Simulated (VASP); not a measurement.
Here is a VASP 6.6.1 calculation.

The input INCAR:

```
SYSTEM = H4C
PREC = Accurate ; ENCUT = 520
EDIFF = 1E-7 ; ISMEAR = 0
SIGMA = 0.01 ; LREAL = .False.
LASPH = .True. ; NELM = 100
ALGO = Fast ; ISIF = 2
LWAVE = .False. ; LCHARG = .False.
GGA = PE ; IVDW = 12
IBRION = 2 ; NSW = 100
EDIFFG = -0.003
```

File KPOINTS:

```
regular mesh
0
Gamma
  1 1 1
  0 0 0
```

POSCAR

```
H4C
1.0
   12.0000000000      0.0000000000      0.0000000000
    0.0000000000     12.5000000000      0.0000000000
    0.0000000000      0.0000000000     13.0000000000
C H
1 4
Direct
    0.4784925574      0.5000003034      0.4719230769
    0.4784925574      0.5000003034      0.5561538462
    0.5645230574      0.5000003034      0.4438461538
    0.4354769426      0.5715245157      0.4438461538
    0.4354780372      0.4284754843      0.4438461538
```

Potentials or basis: VASP PAW PBE potentials, release 64 (C, H).

The run is started by

```console
$ cat potpaw_PBE.64/C/POTCAR potpaw_PBE.64/H/POTCAR > POTCAR
$ mpirun -np 1 vasp_gam > vasp.out
```

Task: Estimate the energy gained by relaxing.

Result: 0.0 meV/atom.

Task: What does it give for the dispersion energy per atom?

Result: -0.006 eV.

Final structure:
```
C H
1.0
    12.00000    0.00000    0.00000
     0.00000   12.50000    0.00000
     0.00000    0.00000   13.00000
C H
1 4
Direct
  0.47849 0.50000 0.47192
  0.47849 0.50000 0.55622
  0.56459 0.50000 0.44382
  0.43544 0.57158 0.44382
  0.43544 0.42842 0.44382
```
